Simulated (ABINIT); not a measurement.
Runs of ABINIT 10.8.3 (patched build) on Be2C. Symmetry: Fm-3m, No. 225, cubic system. The conventional cell has a = 4.330 Å, b = 4.330 Å, c = 4.330 Å, α = 90.00°, β = 90.00°, γ = 90.00°. C (site symmetry m-3m) is surrounded by 8 Be at 1.87 Å. Around Be (site symmetry -43m) lie 4 C at 1.87 Å. 

```tsv
task	level	potentials or basis	cutoff (eV)	fine-grid cutoff	gap on the mesh (eV)	pressure (GPa)	V0 of scaled cells (Å³/atom)	B0 (GPa)
band structure	TB-mBJ	JTH PAW LDA v2.0	626	1224.51 eV	1.93	-	-	-
equation of state	LDA	JTH PAW LDA v2.0	517	1034.03 eV	-	-	6.48	217
band structure	r2SCAN	JTH PAW PBE v2.0	626	1224.51 eV	1.60	-0.1	-	-
band structure	PBEsol	PseudoDojo NC SR PBEsol v0.4.1 standard	1197	-	1.17	-2.0	-	-
band structure	PBE	JTH PAW PBE v2.0	517	1034.03 eV	1.26	(a)	-	-
single point	PBEsol	PseudoDojo NC SR PBEsol v0.4.1 standard	1197	-	1.17	-2.0	-	-
band structure	LDA	JTH PAW LDA v2.0	517	1034.03 eV	1.27	-8.8	-	-
equation of state	PBEsol	PseudoDojo NC SR PBEsol v0.4.1 standard	1197	-	-	-	(b)	206
```

Alike in all rows: no spin polarisation; cell as given; k mesh 11 × 11 × 11; smearing fermi-dirac 0.05 eV.

Estimate the missing entries.

(a) -0.7; (b) 6.70.

Caveats: the mesh misses the band edges, which the band path finds closer together (some runs); the PAW data sets were made with another functional, which shifts forces and pressure a little (some runs); pressures at fixed basis lie under the slope of the energies (some runs); the constant c of TB-mBJ comes from the pseudo density here, which moves gaps by up to 0.3 eV between sets of potentials (some runs); an odd mesh through Γ misses points on the zone boundary, where band edges often lie (some runs).
